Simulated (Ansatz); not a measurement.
HfO2 at a changed volume: 177Hf nuclear quadrupole resonance

Cell: a structure deposited in the COD, relaxed with PBE at fixed cell and then changed (volume scaled by 1.06, ions relaxed).

```cif
data_HfO2
_symmetry_space_group_name_H-M 'P2_1/c'
_symmetry_Int_Tables_number 14
_cell_length_a 5.2184
_cell_length_b 5.2874
_cell_length_c 5.3877
_cell_angle_alpha 90.000
_cell_angle_beta 99.352
_cell_angle_gamma 90.000
loop_
_atom_site_label
_atom_site_type_symbol
_atom_site_symmetry_multiplicity
_atom_site_Wyckoff_symbol
_atom_site_fract_x
_atom_site_fract_y
_atom_site_fract_z
Hf Hf 4 e 0.2743 0.0444 0.2091
O5 O 4 e 0.4532 0.7576 0.4725
O9 O 4 e 0.0658 0.3264 0.3518
```

One atom of each set is listed.

Method: Kohn–Sham DFT in Ansatz, PBE, plane waves and PAW, scalar-relativistic, 420 eV cutoff, Γ-centred 6×6×6 k-points, Fermi–Dirac smearing 0.02 eV.

177Hf: I = 7/2, Q = 3365 mb (year-2017 value). Static lattice, zero field.

Task: The simulated lines lie at 76.3, 149.7, 225.0 MHz. What are |C_Q|, η and |V_zz| at Hf?

Result: For I = 7/2 and η = 0 the lines are |C_Q|/14 times 1, 2 and 3; η shifts the lowest up most. Here |C_Q| = 1051 MHz, η = 0.07 and |V_zz| = 12.91 × 10²¹ V/m². The calculation gives V_zz positive; the lines don't show the sign. The site has 7 O at 2.07–2.33 Å.

Without spin–orbit coupling the gradients at and beside Hf can be off by some per cent, at some sites by more. At this changed cell the PBE pressure is -6 GPa.

The relaxation (5 steps) took 75 s of wall time (4.9 min of CPU time) and 1.2 GiB at its peak, on 4 threads of Arm Neoverse V2 (aarch64; 8 cores open to the job, memory cap 8.0 GiB, no GPU), a shared host with a load of 0.3 a core.
